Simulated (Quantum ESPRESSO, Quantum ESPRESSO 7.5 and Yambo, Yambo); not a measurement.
## How the form of the self-energy moves the gap of P (puckered monolayer)

How much does the gap of P (puckered monolayer) depend on the approximation to the self-energy?

Main program and level: Quantum ESPRESSO 7.5 and Yambo 5.3.0; PBE and many-body steps on it, plane waves.

**The experiments to reproduce.**

- Gap 1.7 eV: optical gap from reflectance; reflectance microscopy; 77 K; monolayer (“High Yield Growth and Doping of Black Phosphorus with Tunable Electronic Properties”, 2020, arxiv:2007.09381).

- Gap 2.2 eV: quasiparticle gap; monolayer (quoted in “Experimental evidence of monolayer arsenene: An exotic two-dimensional semiconducting material”, 2018, arxiv:1812.05978).

- Gap 1 eV: monolayer transport gap from transistor characteristics; field-effect transistor transfer characteristics; monolayer (quoted in “Exceptional and Anisotropic Transport Properties of Photocarriers in Black Phosphorus”, 2015, arxiv:1503.08525).

- Gap 1.991 ± 0.036 eV: optical gap, neutral exciton PL emission energy (mean over flakes); low-temperature micro-photoluminescence; monolayer (exfoliated flakes on Si with 300 nm SiO2) on SiO2/Si (“Excitons in atomically thin black phosphorus”, 2016, arxiv:1601.01110).

- Gap 1.67 eV: optical gap of monolayer from PL emission peak; photoluminescence; 300 K; monolayer (exfoliated monolayer) (“Infrared fingerprints of few-layer black phosphorus”, 2016, arxiv:1607.08049).

This is a selection; 2 further reports are not listed.

**1. Starting point**

The cell holds 4 atoms: 4 P. Cell: a = 4.627 Å, b = 3.304 Å, c = 14.000 Å, α = 90.0°, β = 90.0°, γ = 90.0°. Vacuum lies along c.

The structure was relaxed with PBE. The runs that relaxed it are not among those shown.

**2. Empty states on the mesh, 6×8×1 mesh, 425 bands**

This step: Quantum ESPRESSO 7.5; DFT, PBE, plane waves, norm-conserving pseudopotentials.

The sums over transitions need many empty states on a uniform mesh; this step solves for them.

File pw.in:

```
&control
  calculation = 'nscf'
  prefix = 'x'
  outdir = 'o'
  pseudo_dir = 'pseudo'
/
&system
  ibrav = 0
  nat = 4
  ntyp = 1
  ecutwfc = 36.0
  nbnd = 425
  force_symmorphic = .true.
/
&electrons
  conv_thr = 1e-9
  electron_maxstep = 80
  diago_full_acc = .true.
  diago_thr_init = 5e-6
/
ATOMIC_SPECIES
  P 30.974 P.upf
CELL_PARAMETERS angstrom
  4.6271599610 0.0000000000 0.0000000000
  0.0000000000 3.3043513570 0.0000000000
  0.0000000000 0.0000000000 14.0000000000
ATOMIC_POSITIONS crystal
  P 0.0887696193 0.0000000000 0.5752654040
  P 0.4112303807 0.5000000000 0.5752654040
  P 0.5887696193 0.5000000000 0.4247346300
  P 0.9112303807 0.0000000000 0.4247346300
K_POINTS automatic
  6 8 1 0 0 0
```

On the command line:

```bash
OMP_NUM_THREADS=1 mpirun -n 8 pw.x -nk 4 -in pw.in > pw.out
```

The program printed:

```text
Program PWSCF v.7.5 starts

     This program is part of the open-source Quantum ESPRESSO suite
     for quantum simulation of materials; please cite
         "P. Giannozzi et al., J. Phys.:Condens. Matter 21 395502 (2009);
         "P. Giannozzi et al., J. Phys.:Condens. Matter 29 465901 (2017);
         "P. Giannozzi et al., J. Chem. Phys. 152 154105 (2020);
     in publications or presentations arising from this work. More details at

     Atomic positions and unit cell read from directory:
     o/x.save/

     Message from routine setup:
[...]
86.5033

          k = 0.0000 0.3501 0.0000 (  5250 PWs)   bands (ev):

[...]
23.6352  23.8821  24.0203  24.1091  24.8635  24.9291  25.2592  25.3930
     [... 42 further rows ...]
    85.8226  85.8694  86.2272  86.4670  86.4826  86.6822  86.8770  86.9707
    87.0437

          k = 0.0000 0.5251 0.0000 (  5304 PWs)   bands (ev):

     [... further k-points ...]

     highest occupied, lowest unoccupied level (ev):    -0.7381    0.1695

     XML data file, pseudopotentials, collected wavefunctions

=------------------------------------------------------------------------------=
   JOB DONE.
=------------------------------------------------------------------------------=
```

Elapsed: 2.1 min, on 8 MPI ranks of Arm Neoverse V1, shared host; peak memory 1.3 GiB.

This step gave:

| Property | Result |
| --- | --- |
| gap | 0.9076 eV |
| k of the valence top | 0, 0, 0 |
| k of the conduction bottom | 0, 0, 0 |
| least direct gap | 0.9076 eV |
| k points computed | 20 |
| lowest point of the top converged band, above the valence top | 87.2414 eV |

On this mesh the gap is 0.908 eV.

The density comes from a self-consistent run that is not shown.

**3. Conversion and set-up**

This step: Yambo 5.3.0; conversion and set-up on PBE, plane waves, norm-conserving pseudopotentials.

The states are converted to the many-body program's format and the q mesh is built.

On the command line:

```bash
(cd o/x.save; p2y > p2y.log; mv SAVE ../..); yambo > setup.log
```

The program printed:

```text
 Yambo, version 5.3.0

 [02] CORE Variables Setup
 =========================

  [02.01] Unit cells
  ==================

  Cell kind             :  Unknown
  Atoms in the cell     :  P
  number of P  atoms    :   4

  List of atomic masses
  Mass of P     :  30.97400

  List of atomic coordinates    : [cc]
  P1       :   0.77621   0.00000  15.21932  order 1
  P2       :   3.59583   3.12216  15.21932  order 2
  P3       :   5.14824   3.12216  11.23685  order 3
  P4       :   7.96786   0.00000  11.23685  order 4

  Alat factors          :   8.74407   6.24432  26.45617 [a.u.]
[...]
K/Q-points units:
 rlu = crystal or reduced units; cc = cartesian coordinates; iku = interal k-units

 Q [ 1]         [rlu]:  0.000000  0.000000  0.000000
 Q [ 2]         [rlu]:  0.000000  0.125000  0.000000
 Q [ 3]         [rlu]:  0.000000  0.250000  0.000000
[...]
Q [ 8]         [rlu]:  0.166667  0.250000  0.000000
 Q [ 9]         [rlu]:  0.166667  0.375000  0.000000
 Q [10]         [rlu]:  0.166667 -0.500000  0.000000
     [... 8 further rows ...]
 Q [19]         [rlu]: -0.500000  0.375000  0.000000
 Q [20]         [rlu]: -0.500000 -0.500000  0.000000

  [03.01] X indexes
  =================

   [03.01.01] Sigma indexes
   ========================

 [06] Game Over & Game summary
```

Wall time 2.5 s (1 MPI rank); peak memory 0.25 GiB.

**4. G0W0, Godby-Needs plasmon pole**

G0W0 replaces the xc potential by the self-energy, built once from these orbitals. Only a window of levels is corrected, while the sums run over the empty bands that the input names.

This step: G0W0 on PBE, plane waves, norm-conserving pseudopotentials.

File gw2.in:

```
HF_and_locXC
gw0
dyson
ppa
em1d
rim_cut
rim_w
RandQpts= 3000000
RandGvec= 100 RL
CUTGeo= "slab z"
RandGvecW= 9 RL
EXXRLvcs= 36 Ry
VXCRLvcs= 144 Ry
Chimod= "HARTREE"
% BndsRnXp
 1 | 202 |
%
NGsBlkXp= 10.5 Ry
% LongDrXp
 1 | 1 | 0 |
%
% GbndRnge
 1 | 202 |
%
DysSolver= "n"
ExtendOut
PPAPntXp= 27.21138 eV
% QPkrange
 1 | 1 | 9 | 12 |
%
```

On the command line:

```bash
OMP_NUM_THREADS=1 mpirun -n 8 yambo -F gw2.in -J gw2 -C gw2 > gw2.log
```

The program printed:

```text
 Yambo, version 5.3.0

 [02] CORE Variables Setup
 =========================

  [... cell, symmetries and grids as in the set-up ...]

  [02.05] Energies & Occupations
  ==============================

  [X] === General ===
  [X] Electronic Temperature                        :  0.000000  0.000000 [eV K]
  [X] Bosonic    Temperature                        :  0.000000  0.000000 [eV K]
  [X] Finite Temperature mode                       : no
  [X] El. density                                   :  0.93433E+23 [cm-3]
  [X] Fermi Level                                   : -0.738122 [eV]

  [X] === Gaps and Widths ===
  [X] Conduction Band Min                           :  0.907578 [eV]
  [X] Valence Band Max                              :  0.000000 [eV]
  [X] Filled Bands                                  :  10
  [X] Empty Bands                                   :    11   425
  [X] Direct Gap                                    :  0.907578 [eV]
  [X] Direct Gap localized at k                     :  1
  [X] Indirect Gap                                  :  0.907578 [eV]
  [X] Indirect Gap between kpts                     :  1  1
  [X] Last valence band width                       :  1.926594 [eV]
  [X] 1st conduction band width                     :  1.900290 [eV]

 [03] Transferred momenta grid and indexing
 ==========================================

 IBZ Q-points                                      :  20
 BZ  Q-points                                      :   48

 K/Q-points units:
 rlu = crystal or reduced units; cc = cartesian coordinates; iku = interal k-units

 Q [ 1]         [rlu]:  0.000000  0.000000  0.000000
 Q [ 2]         [rlu]:  0.000000  0.125000  0.000000
 Q [ 3]         [rlu]:  0.000000  0.250000  0.000000
 Q [ 4]         [rlu]:  0.000000  0.375000  0.000000
 Q [ 5]         [rlu]:  0.000000 -0.500000  0.000000
 Q [ 6]         [rlu]:  0.166667  0.000000  0.000000
 Q [ 7]         [rlu]:  0.166667  0.125000  0.000000
 Q [ 8]         [rlu]:  0.166667  0.250000  0.000000
 Q [ 9]         [rlu]:  0.166667  0.375000  0.000000
 Q [10]         [rlu]:  0.166667 -0.500000  0.000000
     [... 8 further rows ...]
 Q [19]         [rlu]: -0.500000  0.375000  0.000000
 Q [20]         [rlu]: -0.500000 -0.500000  0.000000

 [04] Coloumb potential Random Integration (RIM)
 ===============================================

 Performing RIM of v_slab

  [04.01] RIM initialization
  ==========================

  * Diagonal components only detected *

  8 x (sBL volume)        :  0.028620 [a.u.]
  sBZ random points       :  3000000
  Points outside the sBZ  :  24001885
  RL volume               :  0.171717 [a.u.]
  Integrated volume       :  0.171704 [a.u.]

  [04.02] RIM integrals
  =====================

  Gamma point sphere radius             :  0.030967 [a.u.]
  Points outside the sphere             :  2398759
  [Int_sBZ(q=0) 1/q^2]*(Vol_sBZ)^(-1/3) =:  7.196484
                                 should be <:  7.795600

  Summary of Coulomb integrals for non-metallic bands |Q|[au] RIM/Bare

  Q [1] 0.100000E-4 0.923147 * Q [6] 0.119761 0.853887
  Q [2] 0.125778 0.886630 * Q [7] 0.173674 0.958504
  Q [11] 0.239522 0.986832 * Q [3] 0.251556 0.998334
  Q [12] 0.270538 0.999545 * Q [8] 0.278609 1.004599
  Q [13] 0.347349 1.009789 * Q [16] 0.359283 1.007172
  Q [4] 0.377334 1.011366 * Q [17] 0.380663 1.008523
  Q [9] 0.395883 1.011299 * Q [18] 0.438594 1.009436
  Q [14] 0.446936 1.010312 * Q [5] 0.503112 1.009160
  Q [10] 0.517170 1.008788 * Q [19] 0.521023 1.008359
  Q [15] 0.557219 1.007754 * Q [20] 0.618228 1.006359
  Non-periodic chartesian directions : none
  Optical renormalization            :  26.45617 [au]
  Polarizability dimension           : length

 [05] Coloumb potential CutOffslab
 =================================

 Cut directionsZ
 Slab Cutoff:Z
 Symmetry test passed : yes

 [06] Dipoles
 ============

  [06.01] Setup: observables and procedures
  =========================================

  [WARNING] [x,Vnl] slows the Dipoles computation. To neglect it rename the ns.kb_pp file

[...]
X Drude frequency                                :  0.000000  0.000000
  X poles                                          :  100.0000 [o/o]
  RL vectors in the sum                            :   6937
  [r,Vnl] included                                 : yes
  Field direction                                  :  0.707107E-5  0.707107E-5   0.00000
  BZ energy Double Grid                            : no
  BZ energy DbGd points                            : 0
  BZ Q point size factor                           : -1.000000
  X Optical Averaged directions                    : none

 [08] Local Exchange-Correlation + Non-Local Fock
 ================================================

 [VXC] Plane waves :   42135
 [EXS] Plane waves :   5277

 QP @ state[ 1 ] K range:  1  1
 QP @ state[ 1 ] b range:   9  12

 [xc] Functional : Perdew, Burke & Ernzerhof(X)+Perdew, Burke & Ernzerhof(C)
 [xc] LIBXC used to calculate xc functional
  PP Number of Atomic Species                      :  1
  NLCC RL compoments                               :   42135
  PP Number of Atomic Species                      :  1
  NLCC RL compoments                               :   42135

 [xc] E_xc :  -6.688395 [Ha]
      E_xc :  -13.37679 [Ry]

  Local XC kind (lXC) : Perdew, Burke & Ernzerhof(X)+Perdew, Burke & Ernzerhof(C)
  Non-Local XC kind (nlXC) : Hartree-Fock

  Corrections @ K [1] :  [eV]
 <9|nlXC|9> = -13.08593 -0.10102E-16 <9|lXC|9> = -10.56745 -0.19022E-26
 <10|nlXC|10> = -13.17088  0.17349E-16 <10|lXC|10> = -11.64676 -0.37763E-15
 <11|nlXC|11> = -6.501177  0.27077E-17 <11|lXC|11> = -9.949237 -0.25158E-27
 <12|nlXC|12> = -6.563205  0.17507E-18 <12|lXC|12> = -10.94408  0.14161E-15

 [09] Dyson equation: Newton solver
 ==================================

  [09.01] RIM-W interpolation
  ===========================

  [WARNING] RIM-W works only for 2D semiconductors with slab cutoff
  Found compatible q grid: 2D
  q_min[ 1 ]:  0.166667  0.000000  0.000000 [rlu]
   0.166667  0.000000  0.000000 [iku]
  q_min[ 2 ]:  0.000000  0.125000  0.000000 [rlu]
   0.000000  0.125000  0.000000 [iku]
  G-vectors :   9
  G-vectors loaded:   83
  Number of interpolated frequencies:  2

  Evaluating coefficients q = 0
  Evaluating coefficients q = 0

  [09.02] RIM-W integrals
  =======================

  8 x (sBL volume)        :  0.028620 [a.u.]
  sBZ random points       :  3000000
  Points outside the sBZ  :  24001885
  RL volume               :  0.171717 [a.u.]
  Integrated volume       :  0.171704 [a.u.]

  [09.03] RIM integrals
  =====================

  Comparison between head Wc = W - v averages: < Wc > [au] RIM-W/RIM

   < -Wc [Q = 1] > 0.289493E-1 0.412117E-4 * < -Wc [Q = 2] > 0.006018 0.005919
   < -Wc [Q = 3] > 0.001367 0.001349 * < -Wc [Q = 4] > 0.507035E-3 0.502758E-3
   < -Wc [Q = 5] > 0.240502E-3 0.239189E-3 * < -Wc [Q = 6] > 0.006592 0.006529
   < -Wc [Q = 7] > 0.003225 0.003126 * < -Wc [Q = 8] > 0.001067 0.001050
   < -Wc [Q = 9] > 0.443193E-3 0.439113E-3 * < -Wc [Q = 10] > 0.220890E-3 0.219635E-3
   < -Wc [Q = 11] > 0.001540 0.001521 * < -Wc [Q = 12] > 0.001152 0.001134
   < -Wc [Q = 13] > 0.609284E-3 0.600473E-3 * < -Wc [Q = 14] > 0.313916E-3 0.310499E-3
   < -Wc [Q = 15] > 0.175162E-3 0.174000E-3 * < -Wc [Q = 16] > 0.574226E-3 0.569377E-3
   < -Wc [Q = 17] > 0.492579E-3 0.488307E-3 * < -Wc [Q = 18] > 0.333651E-3 0.330566E-3
   < -Wc [Q = 19] > 0.205722E-3 0.203766E-3 * < -Wc [Q = 20] > 0.127954E-3 0.126957E-3

  Comparison between head Wc = W - v averages: < Wc > [au] RIM-W/RIM

   < -Wc [G = 1,G`=0] > 0.289493E-1 0.412117E-4 * < -Wc [G = 2,G`=0] >-0.872532E-3  0.00000
   < -Wc [G = 3,G`=0] >-0.872532E-3  0.00000 * < -Wc [G = 4,G`=0] >-0.363728E-5  0.00000
   < -Wc [G = 5,G`=0] >-0.363728E-5  0.00000 * < -Wc [G = 6,G`=0] > 0.711383E-4  0.00000
   < -Wc [G = 7,G`=0] > 0.711383E-4  0.00000 * < -Wc [G = 8,G`=0] >-0.42004E-11  0.0000
   < -Wc [G = 9,G`=0] >-0.42694E-11  0.0000

 [10] G0W0 (W PPA)
 =================

 [  GW  ] Bands range     :    1  202
 [GW/PPA] G damping       :  0.100000 [eV]

 QP @ state[ 1 ] K range:  1  1
 QP @ state[ 1 ] b range:   9  12

  Sc/G bands                                       :    1  202
  Sc/G damping                                     :  0.100000 ev
  Sc bands terminator                              : no
  Sx RL components                                 :   5277

  QP @ state[ 1 ] K range                          :  1  1
  QP @ state[ 1 ] b range                          :   9  12
  GF energies kind                                 : Perdew, Burke & Ernzerhof(X)+Perdew, Burke & Ernzerhof(C)
  GF WF`s kind                                     : Perdew, Burke & Ernzerhof(X)+Perdew, Burke & Ernzerhof(C)
  Xs energies kind                                 : Perdew, Burke & Ernzerhof(X)+Perdew, Burke & Ernzerhof(C)
  Xs WF`s kind                                     : Perdew, Burke & Ernzerhof(X)+Perdew, Burke & Ernzerhof(C)

 [14] Game Over & Game summary
```

Elapsed: 13 min, on 8 MPI ranks; peak memory 6.1 GiB; 1.7 h of CPU time.

This step gave:

* G0W0 gap on the points computed: 2.016 eV
* starting gap on the mesh: 0.9076 eV
* k of the valence top: 0, 0, 0
* k of the conduction bottom: 0, 0, 0
* least direct G0W0 gap on the computed points: 2.016 eV
* Z at the valence top: 0.7340
* Z at the conduction bottom: 0.7454

The gap on the mesh goes from 0.91 eV to 2.02 eV, a correction of +1.11 eV.

(Part 1 of 2 ends here.)

[Paths, hosts, dates, memory and timing lines, banners, echoed tables and standing remarks are left out of the program output.]

[Logs are printed without paths, hosts, clocks, repeated set-up lines and the standing remarks that a program may print on its own settings, such as how far it seeks lower states.]

[Runs of the session that timed out or met a known fault of the program may be left out.]

[Hosts, paths, dates, database ids (printed as entryN), source tags and the programs' standing remarks are cut or masked in the printed files.]
